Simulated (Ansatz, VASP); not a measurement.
# Rh in VASP and in Ansatz

The input INCAR:

```
SYSTEM = Rh
PREC = Accurate
ENCUT = 520
EDIFF = 1E-7
ISMEAR = -1
SIGMA = 0.1
LREAL = .FALSE.
LASPH = .TRUE.
NELM = 60
ALGO = Normal
ISIF = 2
LWAVE = .FALSE.
LCHARG = .TRUE.
LELF = .TRUE.
LVHAR = .TRUE.
NBANDS = 14
```

The input KPOINTS:

```
regular mesh
0
G
  14 14 14
  0 0 0
```

POSCAR

```
Rh
1.0
    2.5136523894      0.0000000000      0.0000000000
    0.0000000000      2.5136523894      0.0000000000
    0.0000000000      0.0000000000      2.5136523894
Rh
1
Direct
    0.0000000000      0.0000000000      0.0000000000
```

Input for Ansatz:

```yaml
crystal:
  lattice:
    - [2.5136523894, 0.0, 0.0]
    - [0.0, 2.5136523894, 0.0]
    - [0.0, 0.0, 2.5136523894]
  atoms:
    - { symbol: Rh, position: [0.0, 0.0, 0.0] }
hamiltonian:
  xc: lda
  pseudopotentials:
    kind: paw
    azcp:
      Rh: "pseudopotentials/Rh.paw.azcp"
basis:
  ecutwfc: 420
  fft_grid_basis: typed
kpoints:
  mp_grid: { grid: [14, 14, 14], shift: [0, 0, 0] }
magnetization:
  spin_polarized: false
scf:
  occupations: { method: fermi_dirac, width: 0.1 }
  lower_state_search: "off"
output:
  stress: true
  write_density: true
  write_potential: true
  elf: true
  volumetric_format: npy
```

Alike in both runs: task single point; functional LDA; k mesh 14 × 14 × 14; occupations fermi-dirac, width 0.1 eV; no spin polarisation.

|  | VASP | Ansatz |
| --- | --- | --- |
| version | VASP 6.6.1 | Ansatz 0.2.0 |
| potentials or method | VASP PAW LDA potentials, release 64 (Rh_pv) | plane waves (420 eV) with PAW, scalar-relativistic |
| plane-wave cutoff (eV) | 520 | 420 |
| valence electrons in the cell | 15 | 17 |

|  | VASP | Ansatz | Ansatz less VASP |
| --- | --- | --- | --- |
| pressure (GPa) | -7.7 | -8.3 | -0.61 |

The two sets of potentials don't hold the same shells in valence. Ansatz warned: «pseudo_functional_mismatch».
